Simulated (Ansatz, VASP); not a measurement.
## One calculation of Pd, two programs

File INCAR:

```
SYSTEM = Pd
PREC = Accurate
ENCUT = 520
EDIFF = 1E-7
ISMEAR = -1
SIGMA = 0.1
LREAL = .False.
LASPH = .True.
NELM = 100
ALGO = Normal
ISIF = 2
LWAVE = .False.
LCHARG = .False.
GGA = PS
NBANDS = 11
```

The input KPOINTS:

```
regular mesh
0
Gamma
  16 16 16
  0 0 0
```

The input POSCAR:

```
Pd
1.0
   -1.5007156296      1.5007156296      1.5007156296
    1.5007156296     -1.5007156296      1.5007156296
    1.5007156296      1.5007156296     -1.5007156296
Pd
1
Direct
    0.0000000000      0.0000000000      0.0000000000
```

Input for Ansatz:

```yaml
crystal:
  lattice:
    - [-1.5007156296, 1.5007156296, 1.5007156296]
    - [1.5007156296, -1.5007156296, 1.5007156296]
    - [1.5007156296, 1.5007156296, -1.5007156296]
  atoms:
    - { symbol: Pd, position: [0.0, 0.0, 0.0] }
hamiltonian:
  xc: pbesol
  pseudopotentials:
    kind: paw
    azcp:
      Pd: "pseudopotentials/Pd.paw.azcp"
basis:
  ecutwfc: 420
  fft_grid_basis: typed
kpoints:
  mp_grid: { grid: [16, 16, 16], shift: [0, 0, 0] }
magnetization:
  spin_polarized: false
scf:
  occupations: { method: fermi_dirac, width: 0.1 }
  lower_state_search: "off"
output:
  stress: true
  write_density: true
  write_potential: true
  elf: true
  volumetric_format: npy
```

Alike in both runs: task single point; functional PBEsol; k mesh 16 × 16 × 16; occupations fermi-dirac, width 0.1 eV; no spin polarisation.

```csv
,VASP,Ansatz
version,VASP 6.6.1,Ansatz 0.2.0
potentials or method,"VASP PAW PBE potentials, release 64 (Pd)","plane waves (420 eV) with PAW, scalar-relativistic"
plane-wave cutoff (eV),520,420
valence electrons in the cell,10,18
```

```tsv
	VASP	Ansatz	Ansatz less VASP
pressure (GPa)	20.1	20.6	+0.49
```

The functional is the same, so the differences come from potentials, cutoffs and numerics. The two sets of potentials don't hold the same shells in valence. Ansatz warned: «pseudo_functional_mismatch».

Caveats: so large a pressure means that the cell lies far from this level's equilibrium, or that cutoff or potentials fall short (VASP); the potentials were made for another functional, which shifts forces and pressure (VASP).
